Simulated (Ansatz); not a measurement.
Runs of Ansatz 0.2.0 on C. The structure is cubic, space group Fd-3m (No. 227). Conventional cell: a = 3.567 Å, b = 3.567 Å, c = 3.567 Å, α = 90.00°, β = 90.00°, γ = 90.00°. C (site symmetry -43m) has 4 C at 1.54 Å as nearest neighbours. This isn't the form of C at room conditions, which is graphite.

```csv
task,level,potentials or basis,spin,cell,k mesh,cutoff (eV),smearing,q mesh,points for each segment of the path,other keys,gap on the mesh (eV),pressure (GPa),moment (μB)
density of states,revPBE,SSSP precision PAW,off,as given,13 × 13 × 13,612,tetrahedron,-,-,-,4.15,7.0,-
phonons,BPBE,Ansatz PAW,"collinear, antiferromagnetic start",as given,10 × 10 × 10,420,gaussian 0.01 eV,2 × 2 × 2,8,-,(a),-,0.00
single point,LDA,SSSP precision PAW,off,volume scaled by 0.88,13 × 13 × 13,612,fermi-dirac 0.05 eV,-,-,-,(c),55.9,-
projected density of states,SVWN5+D3(BJ),Ansatz PAW,"SOC, no magnetisation",as given,13 × 13 × 13,420,cold 0.15 eV,-,-,hamiltonian.pseudopotentials = kind paw_fr; …,(b),-18.8,-
relaxation of cell and atoms,revPBE+D3(BJ)-ATM,SSSP efficiency PAW,"collinear, antiferromagnetic start",relaxed,13 × 13 × 13,612,gaussian 0.02 eV,-,-,-,4.17,0.0,0.00
```

Task: Fill in the values left out.

Result: (a) 4.18; (b) 4.11; (c) 4.44.

Caveats: odd divisions of the mesh miss points on the zone boundary, where band edges often lie, so the gap on the mesh can be too wide (some runs); the PAW data sets come from PBE, with cores solved anew for the run's functional, which leaves a small shift of forces and pressure (some runs); with tetrahedron occupations forces and stress needn't match the slope of the energy (some runs); so large a pressure means that the cell lies far from this level's equilibrium, or that cutoff or potentials fall short (some runs); the dispersion damping was fitted for another functional or another form of the correction (some runs); the plane-wave basis is chosen anew once the cell has moved, so the energies of steps on either side of that aren't comparable (some runs); the starting moments weren't kept (some runs).

A k mesh can miss the band edges.

Runs at the PBE level aren't shown here.
